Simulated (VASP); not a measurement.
# HgSe (F-43m) in VASP: phonons with PBE

Aim: the phonons of HgSe with PBE.

All numbers are computed with VASP 6.6.1; they aren't measurements. Logs are shortened: lines on timing, memory, paths and dates and some standing lists are left out, and cuts for length are marked.

## Step 1: The structure

It takes space group F-43m (No. 216, cubic). Conventional cell: a = 6.262 Å, b = 6.262 Å, c = 6.262 Å, α = 90.00°, β = 90.00°, γ = 90.00°. Around Hg (site symmetry -43m) lie 4 Se at 2.71 Å. Se (site symmetry -43m) has 4 Hg at 2.71 Å as nearest neighbours.

## Step 2: Phonons, PBE

INCAR reads:

```
SYSTEM = HgSe
ALGO = Fast
EDIFF = 1E-8
ENCUT = 520
GGA = PE
IBRION = 8
ISIF = 2
ISMEAR = -1
LASPH = .True.
LCHARG = .False.
LREAL = .False.
LWAVE = .False.
NBANDS = 16
NELM = 100
NSW = 1
PREC = Accurate
SIGMA = 0.15
```

KPOINTS reads:

```
k-points
0
Gamma
  12 12 12
  0 0 0
```

POSCAR reads:

```
HgSe
1.0
    0.0000000000      3.1307518491      3.1307518491
    3.1307518491      0.0000000000      3.1307518491
    3.1307518491      3.1307518491      0.0000000000
Hg Se
1 1
Direct
    0.0000000000      0.0000000000      0.0000000000
    0.2500000000      0.2500000000      0.2500000000
```

Potentials or basis: VASP PAW PBE potentials, release 64 (Hg, Se).

Started as:

```console
> cat potpaw_PBE.64/Hg/POTCAR potpaw_PBE.64/Se/POTCAR > POTCAR
> mpirun -np 1 vasp_std > vasp.out
```

OUTCAR:

```text
SYSTEM = HgSe
   EDIFF = 1E-8
   ENCUT = 520
   GGA = PE
   IBRION = 8
   ISIF = 2
   ISMEAR = -1
   LASPH = .True.
   LREAL = .False.
   NELM = 100
   NSW = 1
   PREC = Accurate

 ion  position               nearest neighbor table
   1  0.000  0.000  0.000-   2 2.71   2 2.71   2 2.71   2 2.71
   2  0.250  0.250  0.250-   1 2.71   1 2.71   1 2.71   1 2.71

  LATTYP: Found a face centered cubic cell.
 ALAT       =     6.2615036982

  Lattice vectors:

 A1 = (   0.0000000000,   3.1307518491,   3.1307518491)
 A2 = (   3.1307518491,   0.0000000000,   3.1307518491)
 A3 = (   3.1307518491,   3.1307518491,   0.0000000000)

Analysis of symmetry for initial positions (statically):
=====================================================================
 Subroutine PRICEL returns:
 Original cell was already a primitive cell.

 Routine SETGRP: Setting up the symmetry group for a
 face centered cubic supercell.

 Subroutine GETGRP returns: Found 24 space group operations
 (whereof 24 operations were pure point group operations)
 out of a pool of 48 trial point group operations.

The static configuration has the point symmetry T_d .

Analysis of symmetry for dynamics (positions and initial velocities):
=====================================================================
 Subroutine PRICEL returns:
 Original cell was already a primitive cell.

 Routine SETGRP: Setting up the symmetry group for a
 face centered cubic supercell.

 Subroutine GETGRP returns: Found 24 space group operations
 (whereof 24 operations were pure point group operations)
 out of a pool of 48 trial point group operations.

The dynamic configuration has the point symmetry T_d .

 Subroutine INISYM returns: Found 24 space group operations
 (whereof 24 operations are pure point group operations),
 and found     1 'primitive' translations

----------------------------------------------------------------------------------------

                                     Primitive cell

  volume of cell :      61.3728

  direct lattice vectors                    reciprocal lattice vectors
     0.000000000  3.130751849  3.130751849    -0.159706046  0.159706046  0.159706046
     3.130751849  0.000000000  3.130751849     0.159706046 -0.159706046  0.159706046
     3.130751849  3.130751849  0.000000000     0.159706046  0.159706046 -0.159706046

  length of vectors
     4.427551725  4.427551725  4.427551725     0.276618987  0.276618987  0.276618987

  position of ions in fractional coordinates (direct lattice)
     0.000000000  0.000000000  0.000000000
     0.250000000  0.250000000  0.250000000

  ion indices of the primitive-cell ions
   primitive index   ion index
                 1           1
                 2           2

----------------------------------------------------------------------------------------

 KPOINTS: k-points

Automatic generation of k-mesh.
 Grid dimensions read from file:
 generate k-points for:   12   12   12

 Generating k-lattice:

  Cartesian coordinates                     Fractional coordinates (reciprocal lattice)
    -0.013308837  0.013308837  0.013308837     0.083333333  0.000000000  0.000000000
     0.013308837 -0.013308837  0.013308837     0.000000000  0.083333333  0.000000000
     0.013308837  0.013308837 -0.013308837     0.000000000  0.000000000  0.083333333

  Length of vectors
     0.023051582  0.023051582  0.023051582

  Shift w.r.t. Gamma in fractional coordinates (k-lattice)
[... 76 lines left out ...]
   LORBIT       =      0    0 simple, 1 ext, 2 COOP (PROOUT), +10 PAW based schemes
   GGA     = PE    functional components
   LHFCALC =     F    Hartree Fock is set to
   AEXX    =    0.0000 exact exchange contribution
   IVDW    =     0    specifies the selected vdW correction
   LEPSILON=     F    determine dielectric tensor
   LRPA    =     F    only Hartree local field effects (RPA)
 non-spin polarized calculation
 RMM-DIIS sequential band-by-band and
  energy-cutoff  :      520.00
  volume of cell :       61.37
 maximum number of plane-waves:      1676
 NGX is ok and might be reduce to    36
   NGX = 17   NGY = 17   NGZ = 17

--------------------------------------- Ionic step        1  -------------------------------------------

 number of electron      18.0000002 magnetization

 Free energy of the ion-electron system (eV)
  ---------------------------------------------------
  ext. energy  EPLUGINS =         0.00000000
  ---------------------------------------------------
  free energy    TOTEN  =        -4.09202208 eV

  energy without entropy =       -4.08344164  energy(sigma->0) =       -4.08773186

 E-fermi :   1.2322     XC(G=0):  -8.6443

 val. band max:        0.9457910673   @ k =   0.0000   0.0000   0.0000
 cond. band min:       1.2676540620   @ k =   0.0833   0.0000   0.0000
 fundamental gap:      0.3218629947
 Fermi energy:         1.2321852051

 k-point     1 :       0.0000    0.0000    0.0000
  band No.  band energies     occupation
      1     -11.9388      2.00000
      2      -5.7367      2.00000
      3      -5.7367      2.00000
      4      -5.7367      2.00000
      5      -5.1337      2.00000
      6      -5.1337      2.00000
[... 433 lines left out ...]
      3      -5.5372      2.00000
      4      -5.1453      2.00000
      5      -5.1091      2.00000
      6      -4.8583      2.00000
[... 8 lines left out ...]
     15      11.8854      0.00000
     16      12.1271      0.00000

 [... further k-points ...]

------------------------ aborting loop because EDIFF is reached ----------------------------------------

  FORCE on cell =-STRESS in cart. coord.  units (eV):
  Direction    XX          YY          ZZ          XY          YZ          ZX
  --------------------------------------------------------------------------------------
  -------------------------------------------------------------------------------------
  Total        0.0698476      0.0698476      0.0698476      0.0000000      0.0000000      0.0000000
  in kB        1.8234175      1.8234175      1.8234175      0.0000000      0.0000000      0.0000000
  external PRESSURE =       1.8234175 kB  Pullay stress =       0.0000000 kB

 VOLUME and BASIS-vectors are now :
 -----------------------------------------------------------------------------
  energy-cutoff  :      520.00
  volume of cell :       61.37
      direct lattice vectors                 reciprocal lattice vectors
     0.000000000  3.130751849  3.130751849    -0.159706046  0.159706046  0.159706046
     3.130751849  0.000000000  3.130751849     0.159706046 -0.159706046  0.159706046
     3.130751849  3.130751849  0.000000000     0.159706046  0.159706046 -0.159706046

 POSITION                                       TOTAL-FORCE (eV/Angst)
 -----------------------------------------------------------------------------------
      0.00000      0.00000      0.00000        -0.000000     -0.000000     -0.000000
      1.56538      1.56538      1.56538         0.000000      0.000000      0.000000
 -----------------------------------------------------------------------------------
    total drift:                               -0.000000     -0.000000     -0.000000

  FREE ENERGIE OF THE ION-ELECTRON SYSTEM (eV)
  ---------------------------------------------------
  free  energy   TOTEN  =        -4.0920220792 eV

  energy  without entropy=       -4.0834416433  energy(sigma->0) =       -4.08773186

[... ionic steps 2 to 3 ...]

--------------------------------------- Ionic step        4  -------------------------------------------

------------------------ aborting loop because EDIFF is reached ----------------------------------------

[... ionic steps 5 to 6 ...]

--------------------------------------- Ionic step        7  -------------------------------------------

 Free energy of the ion-electron system (eV)
  ---------------------------------------------------
  ---------------------------------------------------
  free energy    TOTEN  =        -0.08363766 eV

  energy without entropy =       -0.08363766

------------------------ aborting loop because EDIFF is reached ----------------------------------------

 INTERNAL STRAIN TENSOR  FOR ION    2  DIRECTION 1   (eV/Angst):
 -----------------------------------------------------------------------------
     0.00790  0.00000  0.00000
     0.00000 -0.00008 -3.53200
     0.00000 -3.53200 -0.00008

 INTERNAL STRAIN TENSOR FOR ION    2 for displacements in x,y,z  (eV/Angst):
          X           Y           Z          XY          YZ          ZX
  --------------------------------------------------------------------------------
  x    -0.00000     0.00000    -0.00000     0.00000    -3.53200     0.00000
  y     0.00000    -0.00000    -0.00000     0.00000     0.00000    -3.53200
  z     0.00000     0.00000    -0.00000    -3.53200     0.00000     0.00000

 SECOND DERIVATIVES (NOT SYMMETRIZED)
 ------------------------------------
               1X          1Y          1Z          2X          2Y          2Z
  1X    -2.661793    0.000000    0.000000    2.661793    0.000000    0.000000
  1Y     0.000000   -2.661793    0.000000    0.000000    2.661793    0.000000
  1Z     0.000000    0.000000   -2.661793    0.000000    0.000000    2.661793
  2X     2.658355    0.000000    0.000000   -2.658355    0.000000    0.000000
  2Y     0.000000    2.658355    0.000000    0.000000   -2.658355    0.000000
  2Z     0.000000    0.000000    2.658355    0.000000    0.000000   -2.658355

 Eigenvectors and eigenvalues of the dynamical matrix
 ----------------------------------------------------

   1 f  =    3.386944 THz    21.280799 2PiTHz  112.976304 cm-1    14.007270 meV
             X         Y         Z           dx          dy          dz
      0.000000  0.000000  0.000000     0.000000    0.000000   -0.531710
      1.565376  1.565376  1.565376     0.000000    0.000000    0.846926
[... 21 lines left out ...]
   6 f/i=    0.000986 THz     0.006194 2PiTHz    0.032883 cm-1     0.004077 meV
             X         Y         Z           dx          dy          dz
      0.000000  0.000000  0.000000     0.085606    0.388533    0.747662
      1.565376  1.565376  1.565376     0.053745    0.243926    0.469391

--------------------------------------------------------------------------------------------------------

 ELASTIC MODULI CONTR FROM IONIC RELAXATION (kBar)
 Direction    XX          YY          ZZ          XY          YZ          ZX
 --------------------------------------------------------------------------------
 XX          -0.0000      0.0000      0.0000     -0.0000     -0.0000     -0.0000
 YY           0.0000     -0.0000     -0.0000      0.0000      0.0000     -0.0000
 ZZ           0.0000     -0.0000     -0.0000     -0.0000      0.0000     -0.0000
 XY          -0.0000      0.0000     -0.0000   -127.8700     -0.0000      0.0000
 YZ          -0.0000      0.0000      0.0000     -0.0000   -127.8700      0.0000
 ZX          -0.0000     -0.0000     -0.0000      0.0000      0.0000   -127.8700
 --------------------------------------------------------------------------------
```

Wall time 5.6 min (1 thread of Intel Xeon 6975P-C (Granite Rapids), shared host); peak memory 0.72 GiB.

Results:

| Item | Value |
| --- | --- |
| Highest phonon frequency at Γ, LO-TO splitting left out | 113 cm⁻¹ |

Phonon frequencies in cm⁻¹ (negative: imaginary):
```
              q point        frequencies
(0.000, 0.000, 0.000)  0 0 0 113 113 113
```

Spin-orbit coupling is left out, which matters for the levels of Hg.
